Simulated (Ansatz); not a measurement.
# Mn

```
CELL_PARAMETERS angstrom
0.00000 1.75181 1.75181
1.75181 0.00000 1.75181
1.75181 1.75181 0.00000
ATOMIC_POSITIONS crystal
Mn 0.00000 0.00000 0.00000
```

The structure comes from a relaxation in the same program, started in the fcc type, and has space group Fm-3m. Whether it is a known phase or the ground state wasn't checked.

The calculation used Ansatz 0.2.0, DFT, PBE, all-electron LAPW, scalar-relativistic.

Settings: a Γ-centred 16×16×16 k mesh, Fermi–Dirac smearing of 0.08 eV, basis error target 1 meV/atom, spin-polarised from start moments Mn 4 μB (the moments died away, and the run ended non-magnetic).

| Quantity | Value |
| --- | --- |
| Band gap | none: bands cross the Fermi level, a metal |
| Density of states at the Fermi level (0.2 eV bin) | 1.40 states/eV per cell |
| Volume per atom | 10.75 Å³ |
| Pressure at this cell | -0.02 GPa |
